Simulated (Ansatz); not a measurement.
BN (started from an entry of an open crystallographic database), relaxed with r2SCAN: 5 runs in Ansatz, each a calculation of independent-particle optics. Space group P6_3mc (No. 186), hexagonal; a = 2.544 Å, c = 4.208 Å in the conventional setting, 5.90 Å³ an atom. B has 4 N at 1.56–1.58 Å; N has 4 B at 1.56–1.58 Å. Spin-unpolarised throughout; all numbers are computed.

```yaml
crystal:
  lattice:
    - [2.54395, 0.00000, 0.00000]
    - [-1.27197, 2.20312, 0.00000]
    - [0.00000, 0.00000, 4.20782]
  atoms:
    - { symbol: B, position: [0.66667, 0.33333, 0.00020] }
    - { symbol: B, position: [0.33333, 0.66667, 0.50020] }
    - { symbol: N, position: [0.66667, 0.33333, 0.37480] }
    - { symbol: N, position: [0.33333, 0.66667, 0.87480] }
```

On meshes this coarse, single peaks can be features of the mesh. No local fields, no excitons; the zone sum runs over the cells of the mesh, and ε∞ includes the bands left out of the spectrum. Up to four peaks are listed, those above 15 % of the tallest and inside the complete range; the four can differ from row to row. Rows marked drawn have settings drawn at random (some not listed).

```csv
functional,k mesh,broadening (eV),scissors (eV),range (eV),settings,direct gap on the mesh before scissors (eV),ε∞ xx,ε∞ yy,ε∞ zz,complete up to (eV),tallest peaks of mean ε₂ (eV)
PBE,9×9×4,0.1,0.00,0–20,chosen,8.30,4.66,4.66,4.82,20.0,10.70 11.70 13.65 14.90
r2SCAN,9×9×4,0.1,0.00,0–20,chosen,9.00,4.38,4.38,4.52,20.0,11.45 12.45 14.45 15.80
PBE,9×9×4,0.1,1.67 (to HSE06),0–20,chosen,8.30,4.25,4.25,4.37,20.0,12.35 13.35 15.30 16.55
r2SCAN,6×6×4,0.25,0.00,2–30,drawn,9.02,4.38,4.38,4.53,30.0,11.70 14.30
PBEsol,6×6×4,0.05,1.00,0–30,drawn,8.22,4.46,4.46,4.60,30.0,11.60 12.55 14.55
```

The fundamental gap is indirect (5.21 eV with PBE on 9×9×4); the table holds the direct one.
